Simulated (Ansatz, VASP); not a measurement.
# MgAs2: VASP beside Ansatz

Aim: how closely do two programs agree when they are given the same cell, functional and k mesh? The cell is generated by rule, not measured, and may not be a known phase. The cell is taken from a series of runs on this material, whose earlier steps may have relaxed, scaled, displaced or heated it; both programs get it as it stands.

Method: plane waves, with VASP 6.6.1 beside it; zone-centre phonons at PBE with D3(BJ), in Ansatz 0.2.0.

The structure was built from a prototype and need not be the compound's stable phase.

## Step 1: Starting point

The structure is orthorhombic, space group Cmcm (No. 63). Conventional cell: a = 5.193 Å, b = 8.369 Å, c = 5.382 Å, α = 90.00°, β = 90.00°, γ = 90.00°. Nearest to Mg lie 8 As at 2.71 to 2.94 Å. Nearest to As lie 3 As at 2.51 to 2.69 Å and 3 Mg at 2.88 to 2.94 Å. As has 1 As at 2.51 Å and 5 Mg at 2.71 to 2.92 Å nearest. Farther neighbours are not listed.

## Step 2: VASP: zone-centre phonons, PBE with D3(BJ)

Second derivatives magnify differences that forces hide, and they need a tight electronic threshold.

Lines of VASP's logs that name or quote its potential files are left out, and so is its time.

File INCAR:

```
SYSTEM = MgAs2
PREC = Accurate
ENCUT = 600
EDIFF = 1E-08
NELM = 120
ISMEAR = 1
SIGMA = 0.2
LREAL = .FALSE.
ALGO = Normal
GGA = PE
IVDW = 12
NBANDS = 18
LORBIT = 11
LWAVE = .FALSE.
LCHARG = .FALSE.
ISIF = 2
IBRION = 6
NFREE = 2
POTIM = 0.015
NSW = 1
LASPH = .TRUE.
GGA_COMPAT = .FALSE.
KPAR = 2
```

File POSCAR:

```
MgAs2
1.0
    2.5967205872     -4.1845851197      0.0000000000
    2.5967205872      4.1845851197      0.0000000000
    0.0000000000      0.0000000000      5.3816649072
Mg As
2 4
Direct
    0.1556979933      0.8443020067      0.2500000000
    0.8443020067      0.1556979933      0.7500000000
    0.4926300538      0.5073699462      0.7500000000
    0.8068271257      0.1931728743      0.2500000000
    0.1931728743      0.8068271257      0.7500000000
    0.5073699462      0.4926300538      0.2500000000
```

File KPOINTS:

```
Automatic mesh
0
Gamma
8 8 8
0 0 0
```

PAW data sets: Mg and As (PBE family, release 64).

Launch:

```sh
mpirun -np 2 vasp_std
```

Numbers of over 12 decimals in the logs are rounded to 6 here.

The program printed:

```text
[banner, memory and clock lines left out]
running    2 mpi-ranks, on    1 nodes
 distrk:  each k-point on    1 cores,    2 groups
 distr:  one band on    1 cores,    1 groups

 POSCAR found type information on POSCAR MgAs
 POSCAR found :  2 types and       6 ions
 LDA part: xc-table for (Slater+PW92), standard interpolation
 POSCAR, INCAR and KPOINTS ok, starting setup
 FFT: planning ... GRIDC
 FFT: planning ... GRID_SOFT
 FFT: planning ... GRID
 WAVECAR not read
 entering main loop
       N       E                     dE             d eps       ncg     rms          rms(c)
DAV:   1     0.899436000020E+02    0.89944E+02   -0.10147E+04  3780   0.123E+03
DAV:   2    -0.157851759816E+02   -0.10573E+03   -0.10351E+03  5060   0.167E+02
DAV:   3    -0.226002593403E+02   -0.68151E+01   -0.67087E+01  4720   0.437E+01
DAV:   4    -0.226847287028E+02   -0.84469E-01   -0.84311E-01  4736   0.511E+00
DAV:   5    -0.226853543658E+02   -0.62566E-03   -0.62553E-03  4722   0.448E-01    0.445E+00
DAV:   6    -0.224474211828E+02    0.23793E+00   -0.35318E-01  4212   0.246E+00    0.258E+00
DAV:   7    -0.223878496683E+02    0.59572E-01   -0.20542E-01  4548   0.199E+00    0.785E-01
DAV:   8    -0.223859863598E+02    0.18633E-02   -0.65400E-03  4572   0.458E-01    0.213E-01
DAV:   9    -0.223854774345E+02    0.50893E-03   -0.18664E-03  4418   0.210E-01    0.472E-02
DAV:  10    -0.223854867118E+02   -0.92773E-05   -0.15982E-04  4472   0.715E-02    0.295E-02
DAV:  11    -0.223854851066E+02    0.16052E-05   -0.14501E-05  4474   0.226E-02    0.640E-03
DAV:  12    -0.223854848254E+02    0.28116E-06   -0.29072E-06  4490   0.908E-03    0.195E-03
DAV:  13    -0.223854847502E+02    0.75218E-07   -0.47530E-07  4484   0.398E-03    0.613E-04
DAV:  14    -0.223854846821E+02    0.68139E-07   -0.46986E-08  4022   0.119E-03    0.182E-04
DAV:  15    -0.223854846744E+02    0.76396E-08   -0.18644E-09  2180   0.267E-04
   1 F= -.24874899E+02 E0= -.24872785E+02  d E =-.634039E-02
[... from here on, the cycles between the ionic steps are left out ...]
   2 F= -.24874501E+02 E0= -.24872389E+02  d E =-.633784E-02
   3 F= -.24874501E+02 E0= -.24872389E+02  d E =-.633784E-02
  11 F= -.24874833E+02 E0= -.24872819E+02  d E =-.604290E-02
  12 F= -.24875445E+02 E0= -.24873386E+02  d E =-.617602E-02
  13 F= -.24875445E+02 E0= -.24873386E+02  d E =-.617580E-02
  14 F= -.24874850E+02 E0= -.24872749E+02  d E =-.630254E-02
  15 F= -.24874850E+02 E0= -.24872749E+02  d E =-.630249E-02
  16 F= -.24873797E+02 E0= -.24871729E+02  d E =-.620281E-02
  17 F= -.24874851E+02 E0= -.24872694E+02  d E =-.646985E-02
  18 F= -.24874209E+02 E0= -.24872102E+02  d E =-.632217E-02
 Finite differences progress:
  Degree of freedom:   9/  9
  Displacement:        1/  2
  Total:              17/ 18
 bond charge predicted
       N       E                     dE             d eps       ncg     rms          rms(c)
DAV:   1    -0.223840117225E+02    0.78630E-03   -0.37936E-01  5532   0.299E+00    0.143E-01
DAV:   2    -0.223848959593E+02   -0.88424E-03   -0.12050E-02  6616   0.559E-01    0.584E-02
DAV:   3    -0.223848122728E+02    0.83686E-04   -0.17148E-04  6522   0.727E-02    0.293E-02
DAV:   4    -0.223847982515E+02    0.14021E-04   -0.54306E-05  6224   0.359E-02    0.688E-03
DAV:   5    -0.223847980167E+02    0.23485E-06   -0.42938E-06  6050   0.121E-02    0.144E-03
DAV:   6    -0.223847980274E+02   -0.10712E-07   -0.31022E-07  7022   0.321E-03    0.632E-04
DAV:   7    -0.223847980245E+02    0.28983E-08   -0.22697E-08  4456   0.856E-04
  19 F= -.24874209E+02 E0= -.24872102E+02  d E =-.632219E-02
 Finite differences progress:
  Degree of freedom:   9/  9
  Displacement:        2/  2
  Total:              18/ 18
```

OUTCAR, selected parts (step 2):

```text
ion  position               nearest neighbor table
   1  0.156  0.844  0.250-   5 2.71   5 2.71   6 2.88   6 2.88   4 2.89   4 2.89   4 2.92   6 2.94

  LATTYP: Found a base centered orthorhombic cell.
 ALAT       =     5.1934411744
 B/A-ratio  =     1.6114884059
 C/A-ratio  =     1.0362425849

 Subroutine GETGRP returns: Found  8 space group operations
 (whereof  4 operations were pure point group operations)

The static configuration has the point symmetry C_2h.
 The point group associated with its full space group is D_2h.

 Found    105 irreducible k-points:

   k-points           NKPTS =    105   k-points in BZ     NKDIM =    105   number of bands    NBANDS=     18

   dimension x,y,z NGX =    40 NGY =   40 NGZ =   48
   dimension x,y,z NGXF=    80 NGYF=   80 NGZF=   96

   ENCUT  =  600.0 eV  44.10 Ry    6.64 a.u.   9.84  9.84 10.75*2*pi/ulx,y,z

   NELECT =      24.0000    total number of electrons

 k-points in reciprocal lattice and weights: Automatic mesh
   0.00000000  0.00000000  0.00000000       0.002
   0.12500000  0.00000000  0.00000000       0.008
   0.25000000  0.00000000  0.00000000       0.008
   0.37500000  0.00000000  0.00000000       0.008
   0.50000000  0.00000000  0.00000000       0.004
   0.12500000  0.12500000  0.00000000       0.004
   0.25000000  0.12500000  0.00000000       0.008
   0.37500000  0.12500000  0.00000000       0.008
   0.50000000  0.12500000  0.00000000       0.008
[...]
-----------------------------------------------------------------------------------
    total drift:                               -0.000000     -0.000014      0.000040

  FREE ENERGIE OF THE ION-ELECTRON SYSTEM (eV)
  ---------------------------------------------------
  free  energy   TOTEN  =       -24.8742090337 eV

  energy  without entropy=      -24.8678868392  energy(sigma->0) =      -24.87210164

 Eigenvectors and eigenvalues of the dynamical matrix
 ----------------------------------------------------

   1 f  =    8.317491 THz    52.260340 2PiTHz  277.441651 cm-1    34.398365 meV
             X         Y         Z           dx          dy          dz
      2.596721  2.881522  1.345416    -0.000000   -0.000000    0.593926
      2.596721 -2.881522  4.036249    -0.000000    0.000000   -0.593926
      2.596721  0.061680  4.036249     0.000000   -0.000000   -0.037618
      2.596721 -2.567888  1.345416     0.000000   -0.000000    0.381885
      2.596721  2.567888  4.036249    -0.000000   -0.000000   -0.381885
      2.596721 -0.061680  1.345416     0.000000    0.000000    0.037618

   2 f  =    7.728848 THz    48.561786 2PiTHz  257.806631 cm-1    31.963934 meV
             X         Y         Z           dx          dy          dz
      2.596721  2.881522  1.345416     0.000000   -0.000000   -0.604319
      2.596721 -2.881522  4.036249     0.000000    0.000000   -0.604319
      2.596721  0.061680  4.036249    -0.000000   -0.000000   -0.022299
      2.596721 -2.567888  1.345416    -0.000000   -0.000000    0.366471
      2.596721  2.567888  4.036249     0.000000   -0.000000    0.366471
      2.596721 -0.061680  1.345416    -0.000000    0.000000   -0.022299

   3 f  =    6.553683 THz    41.178005 2PiTHz  218.607336 cm-1    27.103843 meV
             X         Y         Z           dx          dy          dz
      2.596721  2.881522  1.345416     0.639970   -0.000000    0.000000
      2.596721 -2.881522  4.036249    -0.639970   -0.000000   -0.000000
      2.596721  0.061680  4.036249     0.177158    0.000000   -0.000000
      2.596721 -2.567888  1.345416    -0.243008    0.000000   -0.000000
      2.596721  2.567888  4.036249     0.243008   -0.000000   -0.000000
      2.596721 -0.061680  1.345416    -0.177158    0.000000   -0.000000

   4 f  =    6.422228 THz    40.352051 2PiTHz  214.222478 cm-1    26.560190 meV
             X         Y         Z           dx          dy          dz
      2.596721  2.881522  1.345416    -0.654850   -0.000000    0.000000
      2.596721 -2.881522  4.036249    -0.654850   -0.000000   -0.000000
      2.596721  0.061680  4.036249     0.214427    0.000000    0.000000
      2.596721 -2.567888  1.345416     0.158721    0.000000   -0.000000
      2.596721  2.567888  4.036249     0.158721   -0.000000    0.000000
      2.596721 -0.061680  1.345416     0.214427    0.000000    0.000000

   5 f  =    5.372469 THz    33.756217 2PiTHz  179.206272 cm-1    22.218736 meV
             X         Y         Z           dx          dy          dz
      2.596721  2.881522  1.345416    -0.000000    0.556810   -0.000000
      2.596721 -2.881522  4.036249    -0.000000   -0.556810   -0.000000
      2.596721  0.061680  4.036249     0.000000   -0.091426   -0.000000
      2.596721 -2.567888  1.345416     0.000000   -0.426150   -0.000000
      2.596721  2.567888  4.036249     0.000000    0.426150    0.000000
      2.596721 -0.061680  1.345416     0.000000    0.091426   -0.000000

   6 f  =    5.239457 THz    32.920479 2PiTHz  174.769472 cm-1    21.668643 meV
             X         Y         Z           dx          dy          dz
      2.596721  2.881522  1.345416     0.000000    0.343873    0.000000
      2.596721 -2.881522  4.036249     0.000000   -0.343873   -0.000000
      2.596721  0.061680  4.036249    -0.000000    0.516948   -0.000000
      2.596721 -2.567888  1.345416    -0.000000    0.338401   -0.000000
      2.596721  2.567888  4.036249    -0.000000   -0.338401   -0.000000
      2.596721 -0.061680  1.345416     0.000000   -0.516948    0.000000

   7 f  =    5.223916 THz    32.822834 2PiTHz  174.251091 cm-1    21.604372 meV
             X         Y         Z           dx          dy          dz
      2.596721  2.881522  1.345416     0.000000   -0.406144   -0.000000
      2.596721 -2.881522  4.036249     0.000000   -0.406144    0.000000
      2.596721  0.061680  4.036249    -0.000000    0.508315   -0.000000
      2.596721 -2.567888  1.345416     0.000000   -0.276880   -0.000000
      2.596721  2.567888  4.036249    -0.000000   -0.276880   -0.000000
      2.596721 -0.061680  1.345416     0.000000    0.508315   -0.000000

   8 f  =    5.115749 THz    32.143197 2PiTHz  170.643006 cm-1    21.157027 meV
             X         Y         Z           dx          dy          dz
      2.596721  2.881522  1.345416    -0.000000   -0.515021   -0.000000
      2.596721 -2.881522  4.036249     0.000000   -0.515021   -0.000000
      2.596721  0.061680  4.036249     0.000000   -0.162963   -0.000000
      2.596721 -2.567888  1.345416    -0.000000    0.456285   -0.000000
      2.596721  2.567888  4.036249     0.000000    0.456285   -0.000000
      2.596721 -0.061680  1.345416     0.000000   -0.162963   -0.000000

   9 f  =    2.023244 THz    12.712417 2PiTHz   67.488156 cm-1     8.367461 meV
             X         Y         Z           dx          dy          dz
      2.596721  2.881522  1.345416    -0.000000    0.000000   -0.383413
      2.596721 -2.881522  4.036249     0.000000   -0.000000    0.383413
      2.596721  0.061680  4.036249     0.000000   -0.000000   -0.029415
      2.596721 -2.567888  1.345416    -0.000000    0.000000    0.593405
      2.596721  2.567888  4.036249    -0.000000   -0.000000   -0.593405
      2.596721 -0.061680  1.345416    -0.000000    0.000000    0.029415

  10 f  =    1.936568 THz    12.167817 2PiTHz   64.596964 cm-1     8.008999 meV
             X         Y         Z           dx          dy          dz
      2.596721  2.881522  1.345416    -0.000000   -0.267794   -0.000000
      2.596721 -2.881522  4.036249     0.000000    0.267794    0.000000
      2.596721  0.061680  4.036249     0.000000    0.473715   -0.000000
      2.596721 -2.567888  1.345416    -0.000000   -0.451531    0.000000
      2.596721  2.567888  4.036249     0.000000    0.451531   -0.000000
      2.596721 -0.061680  1.345416    -0.000000   -0.473715   -0.000000

  11 f  =    1.869878 THz    11.748793 2PiTHz   62.372430 cm-1     7.733192 meV
             X         Y         Z           dx          dy          dz
      2.596721  2.881522  1.345416    -0.000000   -0.000000   -0.254520
      2.596721 -2.881522  4.036249     0.000000    0.000000   -0.254520
      2.596721  0.061680  4.036249     0.000000    0.000000    0.534124
      2.596721 -2.567888  1.345416    -0.000000   -0.000000   -0.387209
      2.596721  2.567888  4.036249     0.000000    0.000000   -0.387209
      2.596721 -0.061680  1.345416    -0.000000   -0.000000    0.534124

  12 f  =    1.687282 THz    10.601507 2PiTHz   56.281676 cm-1     6.978035 meV
             X         Y         Z           dx          dy          dz
      2.596721  2.881522  1.345416    -0.300707    0.000000    0.000000
      2.596721 -2.881522  4.036249     0.300707   -0.000000   -0.000000
      2.596721  0.061680  4.036249     0.370005   -0.000000   -0.000000
      2.596721 -2.567888  1.345416    -0.522180    0.000000   -0.000000
      2.596721  2.567888  4.036249     0.522180   -0.000000    0.000000
      2.596721 -0.061680  1.345416    -0.370005    0.000000   -0.000000

  13 f/i=    0.000534 THz     0.003355 2PiTHz    0.017811 cm-1     0.002208 meV
             X         Y         Z           dx          dy          dz
      2.596721  2.881522  1.345416    -0.000000    0.264196   -0.000000
      2.596721 -2.881522  4.036249    -0.000000    0.264196   -0.000000
      2.596721  0.061680  4.036249    -0.000000    0.463744   -0.000000
      2.596721 -2.567888  1.345416    -0.000000    0.463833   -0.000000
      2.596721  2.567888  4.036249    -0.000000    0.463833   -0.000000
      2.596721 -0.061680  1.345416    -0.000000    0.463744   -0.000000
    [... 42 further lines ...]
      2.596721 -2.567888  1.345416     0.000000   -0.000000   -0.045105
      2.596721  2.567888  4.036249     0.000000    0.000000    0.045105
      2.596721 -0.061680  1.345416    -0.000000   -0.000000    0.705492

 ELASTIC MODULI CONTR FROM IONIC RELAXATION (kBar)
 Direction    XX          YY          ZZ          XY          YZ          ZX
 --------------------------------------------------------------------------------
 XX         -73.8738   -192.5175     17.8865      0.0000     -0.0000      0.0000
 YY        -192.5175   -573.0691     12.0894      0.0000     -0.0000      0.0000
 ZZ          17.8865     12.0894    -34.3773     -0.0000     -0.0000      0.0000
 XY           0.0000      0.0000     -0.0000    -22.3204     -0.0000      0.0000
 YZ          -0.0000     -0.0000     -0.0000     -0.0000    -33.0328      0.0000
 ZX           0.0000      0.0000      0.0000      0.0000      0.0000      0.0000
 --------------------------------------------------------------------------------

 total charge
# of ion       s       p       d       tot
------------------------------------------
    1        0.174   0.132   0.029   0.334
    2        0.174   0.132   0.029   0.334
    3        1.290   1.369   0.050   2.709
    4        1.267   1.462   0.034   2.762
    5        1.267   1.462   0.034   2.762
    6        1.290   1.369   0.050   2.709
--------------------------------------------------
tot          5.461   5.925   0.225  11.611
```

The last energy, forces, stress and levels in OUTCAR belong to the last displaced cell, not to the cell of POSCAR.

Levels, forces or a CONTCAR printed for this step are those of its last displaced cell, not of the structure at rest.

(Part 1 of 2 ends here.)

[Lines on the potential files, build, host, timing and source positions are cut from VASP's logs without a mark.]

[Logs are printed without paths, hosts, clocks, repeated set-up lines and the standing remarks that a program may print on its own settings, such as how far it seeks lower states.]

[Hosts, paths, dates, database ids (printed as entryN), source tags and the programs' standing remarks are cut or masked in the printed files.]
